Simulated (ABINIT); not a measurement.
**PtSe2 (Sudovikovite) in ABINIT: the effect of potentials**

PtSe2 (Sudovikovite):

```
Pt Se
1.0
     3.72400    0.00000    0.00000
    -1.86200    3.22508    0.00000
     0.00000    0.00000    5.06200
Pt Se
1 2
Direct
  0.00000 0.00000 0.00000
  0.66667 0.33333 0.75000
  0.33333 0.66667 0.25000
```

Alike in all runs:

| Item | Value |
| --- | --- |
| Program | ABINIT 10.8.3 (patched build) |
| Task | single point |
| Functional | r2SCAN |
| k mesh | 5 × 5 × 3 |
| Occupations | fermi-dirac, width 0.05 eV |
| Spin | no spin polarisation |

```csv
potentials,cutoff,pressure (GPa),largest force (eV/Å)
"Ansatz PAW PBE default generated set, frozen core",490 eV,4.7,0.32
JTH PAW PBE v2.0,517 eV,5.3,0.38
Ansatz NC r2SCAN,1469 eV,4.9,0.33
SG15 NC PBE v1.2,1143 eV,?,?
PseudoDojo NC SR PBE v0.4.1 standard,1415 eV,3.5,0.20
```

Question: What does the run with potentials SG15 NC PBE v1.2 give?

Answer: Pressure 5.2 GPa; largest force 0.36 eV/Å.

Caveats: all runs use coarse meshes; the PAW data sets were made with another functional, which shifts forces and pressure a little (some runs); the atomic spheres overlap (some runs); the potentials were made for another functional, which shifts forces and pressure (some runs); a meta-GGA on potentials with a model core is unreliable (some runs).

The runs don't all hold the same shells in valence.
